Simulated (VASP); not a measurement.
## CaF7: single point with PBE

CaF7:

```
CELL_PARAMETERS angstrom
-2.81672 2.81672 2.81672
2.81672 -2.81672 2.81672
2.81672 2.81672 -2.81672
ATOMIC_POSITIONS crystal
Ca 0.00000 0.00000 0.00000
F 0.00000 0.50000 0.50000
F 0.50000 0.50000 0.00000
F 0.50000 0.00000 0.50000
F 0.00000 0.00000 0.50000
F 0.00000 0.50000 0.00000
F 0.50000 0.00000 0.00000
F 0.50000 0.50000 0.50000
```

The cell was built by a generator and needn't be a form met in nature.

The cell isn't the ideal one: species swapped into the Fe7Co type (Im-3m, No. 229).

```
Program                : VASP 6.6.1
Task                   : single point
Functional             : PBE
Potentials or basis    : VASP PAW PBE potentials, release 64 (Ca_sv, F)
Cutoff                 : 520 eV
k mesh                 : 10 × 10 × 10
Occupations            : gaussian, width 0.1 eV
Spin                   : no spin polarisation
Dipole correction      : no
Further INCAR settings : ALGO = Fast; EDIFF = 1e-06; NBANDS = 40
```

```yaml
Pressure: -0.2 GPa
Band_gap_on_the_k_mesh: none (metal or under the smearing width)
```

Levels at points of the mesh, in eV from the Fermi level:
```
           k point  band 26  band 27  band 28  band 29  band 30  band 31  band 32  band 33  band 34  band 35
(0.00, 0.00, 0.00)    -0.28     0.26     0.26     0.26     0.32     0.32     0.32     8.88     8.88     9.35
(0.50, 0.00, 0.00)    -0.95    -0.13    -0.10    -0.09     0.00     0.17     0.30     9.30     9.55     9.64
(0.50, 0.50, 0.50)    -0.90    -0.67    -0.67    -0.67    -0.65    -0.65    -0.65     9.45     9.45    10.61
```

Run time: 3.4 min on 1 thread of AMD EPYC 7R13 Processor (Zen 3), with other jobs on the host, peak memory 0.26 GiB.

Caveat: an odd number of electrons without spin polarisation forces a metal; a magnetic or distorted state may lie lower.
